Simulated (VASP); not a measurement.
# CdSe (F-43m) in VASP: notebook

The runs below take CdSe through single point, with RPBE, PBEsol, PBE.

All numbers are computed with VASP 6.6.1; they aren't measurements. Logs are shortened: lines on timing, memory, paths and dates and some standing lists are left out, and cuts for length are marked.

### Step 1. The structure

It takes space group F-43m (No. 216, cubic). The conventional cell has a = 6.261 Å, b = 6.261 Å, c = 6.261 Å, α = 90.00°, β = 90.00°, γ = 90.00°. Around Cd (site symmetry -43m) lie 4 Se at 2.71 Å. Around Se (site symmetry -43m) lie 4 Cd at 2.71 Å.

Measurements of this composition are mostly on another form, of space group No. 186.

### Step 2. Single point, RPBE

Input file INCAR:

```
SYSTEM = CdSe
  PREC = Accurate
  ENCUT = 520
  EDIFF = 1E-6
  ISMEAR = -1
  SIGMA = 0.05
  LREAL = .False.
  LASPH = .True.
  NELM = 80
  ALGO = Fast
  ISIF = 2
  LWAVE = .False.
  LCHARG = .True.
  GGA = RP
  LELF = .True.
  LVHAR = .True.
  NBANDS = 16
```

Input file KPOINTS:

```
Automatic mesh
0
Gamma
  8 8 8
  0 0 0
```

Input file POSCAR:

```
CdSe
1.0
    0.0000000000      3.1304878824      3.1304878824
    3.1304878824      0.0000000000      3.1304878824
    3.1304878824      3.1304878824      0.0000000000
Cd Se
1 1
Direct
    0.0000000000      0.0000000000      0.0000000000
    0.2500000000      0.2500000000      0.2500000000
```

Potentials or basis: VASP PAW PBE potentials, release 64 (Cd, Se).

Run with:

```console
cat potpaw_PBE.64/Cd/POTCAR potpaw_PBE.64/Se/POTCAR > POTCAR
mpirun -np 1 vasp_std > vasp.out
```

OUTCAR:

```text
SYSTEM = CdSe
   PREC = Accurate
   ENCUT = 520
   EDIFF = 1E-6
   ISMEAR = -1
   LREAL = .False.
   LASPH = .True.
   NELM = 80
   ISIF = 2
   GGA = RP

 ion  position               nearest neighbor table
   1  0.000  0.000  0.000-   2 2.71   2 2.71   2 2.71   2 2.71
   2  0.250  0.250  0.250-   1 2.71   1 2.71   1 2.71   1 2.71

  LATTYP: Found a face centered cubic cell.
 ALAT       =     6.2609757648

  Lattice vectors:

 A1 = (   0.0000000000,   3.1304878824,   3.1304878824)
 A2 = (   3.1304878824,   0.0000000000,   3.1304878824)
 A3 = (   3.1304878824,   3.1304878824,   0.0000000000)

Analysis of symmetry for initial positions (statically):
=====================================================================
 Subroutine PRICEL returns:
 Original cell was already a primitive cell.

 Routine SETGRP: Setting up the symmetry group for a
 face centered cubic supercell.

 Subroutine GETGRP returns: Found 24 space group operations
 (whereof 24 operations were pure point group operations)
 out of a pool of 48 trial point group operations.

The static configuration has the point symmetry T_d .

Analysis of symmetry for dynamics (positions and initial velocities):
=====================================================================
 Subroutine PRICEL returns:
 Original cell was already a primitive cell.

 Routine SETGRP: Setting up the symmetry group for a
 face centered cubic supercell.

 Subroutine GETGRP returns: Found 24 space group operations
 (whereof 24 operations were pure point group operations)
 out of a pool of 48 trial point group operations.

The dynamic configuration has the point symmetry T_d .

 Subroutine INISYM returns: Found 24 space group operations
 (whereof 24 operations are pure point group operations),
 and found     1 'primitive' translations

----------------------------------------------------------------------------------------

                                     Primitive cell

  volume of cell :      61.3573

  direct lattice vectors                    reciprocal lattice vectors
     0.000000000  3.130487882  3.130487882    -0.159719513  0.159719513  0.159719513
     3.130487882  0.000000000  3.130487882     0.159719513 -0.159719513  0.159719513
     3.130487882  3.130487882  0.000000000     0.159719513  0.159719513 -0.159719513

  length of vectors
     4.427178420  4.427178420  4.427178420     0.276642311  0.276642311  0.276642311
[... 75 lines left out ...]
   ISPIN  =      1    spin polarized calculation?
   LNONCOLLINEAR =      F non collinear calculations
   LSORBIT =      F    spin-orbit coupling
   LASPH  =      T    aspherical Exc in radial PAW
   ENCUT  =  520.0 eV  38.22 Ry    6.18 a.u.   8.23  8.23  8.23*2*pi/ulx,y,z
   NELM   =     80;   NELMIN=  2; NELMDL= -5     # of ELM steps
   EDIFF  = 0.1E-05   stopping-criterion for ELM
   LREAL  =      F    real-space projection
   EDIFFG = 0.1E-04   stopping-criterion for IOM
   NSW    =      0    number of steps for IOM
   IBRION =     -1    ionic relax: 0-MD 1-quasi-New 2-CG
   NFREE  =      0    steps in history (QN), initial steepest desc. (CG)
   ISIF   =      2    stress and relaxation
   ISYM   =      2    0-nonsym 1-usesym 2-fastsym
   POTIM  = 0.5000    time-step for ionic-motion
   TEBEG  =    0.0;   TEEND  =   0.0 temperature during run
   PSTRESS=    0.0 pullay stress
   NELECT =      18.0000    total number of electrons
   NUPDOWN=      -1.0000    fix difference up-down
   EMIN   =  10.00;   EMAX   =-10.00  energy-range for DOS
   EFERMI =   0.00;   METHOD = LEGACY
   ISMEAR =    -1;   SIGMA  =   0.05  broadening in eV -4-tet -1-fermi 0-gaus
   EFERMI_NEDOS =   21; number of points for ismear=-14 and -15
   IALGO  =     68    algorithm
   IMIX   =      4    mixing-type and parameters
     AMIX     =   0.40;   BMIX     =  1.00
     AMIX_MAG =   1.60;   BMIX_MAG =  1.00
  volume/ion in A,a.u.               =      30.68       207.03
  Fermi-wavevector in a.u.,A,eV,Ry     =   1.087786  2.055618 16.099493  1.183279
  Thomas-Fermi vector in A             =   2.223954
   LORBIT       =      0    0 simple, 1 ext, 2 COOP (PROOUT), +10 PAW based schemes
   GGA     = RP    functional components
   LHFCALC =     F    Hartree Fock is set to
   AEXX    =    0.0000 exact exchange contribution
   IVDW    =     0    specifies the selected vdW correction
   LEPSILON=     F    determine dielectric tensor
   LRPA    =     F    only Hartree local field effects (RPA)
 non-spin polarized calculation
 RMM-DIIS sequential band-by-band and
  energy-cutoff  :      520.00
  volume of cell :       61.36
 maximum number of plane-waves:      1676
 NGX is ok and might be reduce to    36
   NGX = 17   NGY = 17   NGZ = 17

 number of electron      18.0000002 magnetization

 Free energy of the ion-electron system (eV)
  ---------------------------------------------------
  ext. energy  EPLUGINS =         0.00000000
  ---------------------------------------------------
  free energy    TOTEN  =        -4.87763121 eV

  energy without entropy =       -4.87761397  energy(sigma->0) =       -4.87762259

 E-fermi :   0.7618     XC(G=0):  -8.2423

 val. band max:        0.4177279232   @ k =   0.0000   0.0000   0.0000
 cond. band min:       1.0188231761   @ k =   0.0000   0.0000   0.0000
 fundamental gap:      0.6010952529
 Fermi energy:         0.7618349065

 k-point     1 :       0.0000    0.0000    0.0000
  band No.  band energies     occupation
      1     -11.6777      2.00000
      2      -7.2746      2.00000
      3      -7.2746      2.00000
      4      -7.2746      2.00000
      5      -6.9891      2.00000
      6      -6.9891      2.00000
[... 433 lines left out ...]
      3      -7.1551      2.00000
      4      -7.0011      2.00000
      5      -6.9756      2.00000
      6      -6.6825      2.00000
[... 8 lines left out ...]
     15      11.9828      0.00000
     16      12.8623      0.00000

 [... further k-points ...]
[... 5 lines left out ...]
  --------------------------------------------------------------------------------------
  -------------------------------------------------------------------------------------
  Total        0.2518149      0.2518149      0.2518149      0.0000000      0.0000000      0.0000000
  in kB        6.5754558      6.5754558      6.5754558      0.0000000      0.0000000      0.0000000
  external PRESSURE =       6.5754558 kB  Pullay stress =       0.0000000 kB

 VOLUME and BASIS-vectors are now :
 -----------------------------------------------------------------------------
  energy-cutoff  :      520.00
  volume of cell :       61.36
      direct lattice vectors                 reciprocal lattice vectors
     0.000000000  3.130487882  3.130487882    -0.159719513  0.159719513  0.159719513
     3.130487882  0.000000000  3.130487882     0.159719513 -0.159719513  0.159719513
     3.130487882  3.130487882  0.000000000     0.159719513  0.159719513 -0.159719513

 POSITION                                       TOTAL-FORCE (eV/Angst)
 -----------------------------------------------------------------------------------
      0.00000      0.00000      0.00000        -0.000000     -0.000000      0.000000
      1.56524      1.56524      1.56524         0.000000      0.000000     -0.000000
 -----------------------------------------------------------------------------------
    total drift:                               -0.000000     -0.000000     -0.000000

  FREE ENERGIE OF THE ION-ELECTRON SYSTEM (eV)
  ---------------------------------------------------
  free  energy   TOTEN  =        -4.8776312137 eV

  energy  without entropy=       -4.8776139658  energy(sigma->0) =       -4.87762259
```

OSZICAR:

```text
N       E                     dE             d eps       ncg     rms          rms(c)
DAV:   1     0.106009869453E+03    0.10601E+03   -0.85024E+03   936   0.987E+02
DAV:   2    -0.121715241902E+01   -0.10723E+03   -0.10159E+03  1112   0.245E+02
DAV:   3    -0.523672289646E+01   -0.40196E+01   -0.40139E+01  1120   0.490E+01
DAV:   4    -0.525457409098E+01   -0.17851E-01   -0.17851E-01  1192   0.328E+00
DAV:   5    -0.525469711304E+01   -0.12302E-03   -0.12302E-03  1112   0.234E-01    0.545E+00
RMM:   6    -0.489156373271E+01    0.36313E+00   -0.46002E-01   930   0.401E+00    0.437E+00
RMM:   7    -0.487335087300E+01    0.18213E-01   -0.11783E-01   959   0.187E+00    0.174E+00
RMM:   8    -0.487609620195E+01   -0.27453E-02   -0.56402E-03   999   0.759E-01    0.427E-01
RMM:   9    -0.487731563225E+01   -0.12194E-02   -0.17785E-03  1004   0.347E-01    0.115E-01
RMM:  10    -0.487759377021E+01   -0.27814E-03   -0.40536E-04  1044   0.138E-01    0.825E-02
RMM:  11    -0.487762391938E+01   -0.30149E-04   -0.88255E-05  1043   0.868E-02    0.853E-03
RMM:  12    -0.487763047445E+01   -0.65551E-05   -0.16536E-05   996   0.259E-02    0.115E-02
RMM:  13    -0.487763121369E+01   -0.73924E-06   -0.23742E-06   846   0.115E-02
   1 F= -.48776312E+01 E0= -.48776226E+01  d E =-.172479E-04
```

stdout:

```text
POSCAR found type information on POSCAR CdSe
 POSCAR found :  2 types and       2 ions
 scaLAPACK will be used
 -----------------------------------------------------------------------------
|                                                                             |
|                                                                             |
|     You enforced a specific xc type in the INCAR file but a different       |
|     I HOPE YOU KNOW WHAT YOU ARE DOING!                                     |
|                                                                             |
 -----------------------------------------------------------------------------

 LDA part: xc-table for (Slater+PW92), standard interpolation
 POSCAR, INCAR and KPOINTS ok, starting setup
 FFT: planning ... GRIDC
 FFT: planning ... GRID_SOFT
 FFT: planning ... GRID
 WAVECAR not read
 entering main loop
```

Wall time 24 s (1 thread of Intel Xeon Platinum 8488C (Sapphire Rapids), shared host); peak memory 0.21 GiB.

Results:

| Property | Result |
| --- | --- |
| Free energy | -4.8776 eV |
| Pressure | 0.7 GPa |
| Band gap on the k mesh | 0.60 eV, direct |

Levels at points of the mesh, in eV from the valence-band top:
| k point | band 5 | band 6 | band 7 | band 8 | band 9 | band 10 | band 11 | band 12 | band 13 | band 14 |
| --- | --- | --- | --- | --- | --- | --- | --- | --- | --- | --- |
| (0.00, 0.00, 0.00) | -7.41 | -7.41 | 0.00 | 0.00 | 0.00 | 0.60 | 6.00 | 6.00 | 6.00 | 9.71 |
| (0.50, 0.00, 0.00) | -7.39 | -7.17 | -3.85 | -0.63 | -0.63 | 2.41 | 6.50 | 6.50 | 7.37 | 10.08 |
| (0.50, 0.50, 0.00) | -7.36 | -7.11 | -3.66 | -1.55 | -1.55 | 3.48 | 3.74 | 8.95 | 9.82 | 9.82 |

Caveat: the PAW data sets were made with another functional, which shifts forces and pressure a little. Expect the measured gap to be larger: semilocal functionals such as RPBE lack the derivative discontinuity.

### Step 3. Single point, PBEsol

This run uses another cell than the first one, of 28.94 Å³/atom, 0.943 times its volume.

Input file INCAR:

```
PREC = Accurate
ENCUT = 520
EDIFF = 1E-7
ISMEAR = -1
SIGMA = 0.1
LREAL = F
LASPH = T
NELM = 80
ALGO = Normal
ISIF = 2
LWAVE = F
LCHARG = F
GGA = PS
NBANDS = 16
```

Input file KPOINTS:

```
Automatic mesh
0
Gamma
  8 8 8
```

Input file POSCAR:

```
CdSe
1.0
    0.0000000000      3.0702711986      3.0702711986
    3.0702711986      0.0000000000      3.0702711986
    3.0702711986      3.0702711986      0.0000000000
Cd Se
1 1
Direct
    0.0000000000      0.0000000000      0.0000000000
    0.2500000000      0.2500000000      0.2500000000
```

Potentials or basis: VASP PAW PBE potentials, release 64 (Cd, Se).

Run with:

```console
cat potpaw_PBE.64/Cd/POTCAR potpaw_PBE.64/Se/POTCAR > POTCAR
mpirun -np 1 vasp_std > vasp.out
```

OUTCAR:

```text
PREC = Accurate
   ENCUT = 520
   EDIFF = 1E-7
   ISMEAR = -1
   LREAL = F
   LASPH = T
   NELM = 80
   ISIF = 2
   GGA = PS

 ion  position               nearest neighbor table
   1  0.000  0.000  0.000-   2 2.66   2 2.66   2 2.66   2 2.66
   2  0.250  0.250  0.250-   1 2.66   1 2.66   1 2.66   1 2.66

  LATTYP: Found a face centered cubic cell.
 ALAT       =     6.1405423972

  Lattice vectors:

 A1 = (   0.0000000000,   3.0702711986,   3.0702711986)
 A2 = (   3.0702711986,   0.0000000000,   3.0702711986)
 A3 = (   3.0702711986,   3.0702711986,   0.0000000000)

Analysis of symmetry for initial positions (statically):
=====================================================================
 Subroutine PRICEL returns:
 Original cell was already a primitive cell.

 Routine SETGRP: Setting up the symmetry group for a
 face centered cubic supercell.

 Subroutine GETGRP returns: Found 24 space group operations
 (whereof 24 operations were pure point group operations)
[... 154 lines left out ...]

 Free energy of the ion-electron system (eV)
  ---------------------------------------------------
  ext. energy  EPLUGINS =         0.00000000
  ---------------------------------------------------
  free energy    TOTEN  =        -6.17318277 eV

  energy without entropy =       -6.17219126  energy(sigma->0) =       -6.17268701

 E-fermi :   0.9420     XC(G=0):  -8.9697

 val. band max:        0.5886750507   @ k =   0.0000   0.0000   0.0000
 cond. band min:       1.0154284337   @ k =   0.0000   0.0000   0.0000
 fundamental gap:      0.4267533830
 Fermi energy:         0.9419789082

 k-point     1 :       0.0000    0.0000    0.0000
  band No.  band energies     occupation
      1     -11.8779      2.00000
      2      -7.2290      2.00000
      3      -7.2290      2.00000
      4      -7.2290      2.00000
      5      -6.8779      2.00000
      6      -6.8779      2.00000
[... 433 lines left out ...]
      3      -7.0839      2.00000
      4      -6.8964      2.00000
      5      -6.8627      2.00000
      6      -6.5249      2.00000
[... 8 lines left out ...]
     15      12.0666      0.00000
     16      13.0181      0.00000

 [... further k-points ...]
[... 5 lines left out ...]
  --------------------------------------------------------------------------------------
  -------------------------------------------------------------------------------------
  Total       -0.3990537     -0.3990537     -0.3990537      0.0000000      0.0000000     -0.0000000
  in kB      -11.0454076    -11.0454076    -11.0454076      0.0000000      0.0000000     -0.0000000
  external PRESSURE =     -11.0454076 kB  Pullay stress =       0.0000000 kB

 VOLUME and BASIS-vectors are now :
 -----------------------------------------------------------------------------
  energy-cutoff  :      520.00
  volume of cell :       57.88
      direct lattice vectors                 reciprocal lattice vectors
     0.000000000  3.070271199  3.070271199    -0.162852063  0.162852063  0.162852063
     3.070271199  0.000000000  3.070271199     0.162852063 -0.162852063  0.162852063
     3.070271199  3.070271199  0.000000000     0.162852063  0.162852063 -0.162852063

 POSITION                                       TOTAL-FORCE (eV/Angst)
 -----------------------------------------------------------------------------------
      0.00000      0.00000      0.00000         0.000000      0.000000      0.000000
      1.53514      1.53514      1.53514        -0.000000     -0.000000     -0.000000
 -----------------------------------------------------------------------------------
    total drift:                               -0.000000     -0.000000     -0.000000

  FREE ENERGIE OF THE ION-ELECTRON SYSTEM (eV)
  ---------------------------------------------------
  free  energy   TOTEN  =        -6.1731827657 eV

  energy  without entropy=       -6.1721912607  energy(sigma->0) =       -6.17268701
```

stdout:

```text
POSCAR found type information on POSCAR CdSe
 POSCAR found :  2 types and       2 ions
 scaLAPACK will be used
 -----------------------------------------------------------------------------
|                                                                             |
|                                                                             |
|     You enforced a specific xc type in the INCAR file but a different       |
|     I HOPE YOU KNOW WHAT YOU ARE DOING!                                     |
|                                                                             |
 -----------------------------------------------------------------------------

 LDA part: xc-table for (Slater+PW92), standard interpolation
 POSCAR, INCAR and KPOINTS ok, starting setup
 FFT: planning ... GRIDC
 FFT: planning ... GRID_SOFT
 FFT: planning ... GRID
 WAVECAR not read
 entering main loop
```

It took 23 s on 1 thread of Intel Xeon Platinum 8375C at 2.90GHz (Ice Lake), shared host; peak memory 0.18 GiB.

Results:

```
Free energy            : -6.1732 eV
Pressure               : -1.1 GPa
Band gap on the k mesh : 0.43 eV, direct
```

Levels at points of the mesh, in eV from the valence-band top:
| k point | band 5 | band 6 | band 7 | band 8 | band 9 | band 10 | band 11 | band 12 | band 13 | band 14 |
| --- | --- | --- | --- | --- | --- | --- | --- | --- | --- | --- |
| (0.00, 0.00, 0.00) | -7.47 | -7.47 | 0.00 | 0.00 | 0.00 | 0.43 | 5.85 | 5.85 | 5.85 | 9.48 |
| (0.50, 0.00, 0.00) | -7.44 | -7.19 | -4.28 | -0.72 | -0.72 | 2.25 | 6.36 | 6.36 | 7.20 | 9.79 |
| (0.50, 0.50, 0.00) | -7.41 | -7.14 | -4.00 | -1.78 | -1.78 | 3.05 | 3.65 | 8.85 | 9.96 | 9.96 |

Caveat: the PAW data sets were made with another functional, which shifts forces and pressure a little.

(Continued in part 2 of 2.)
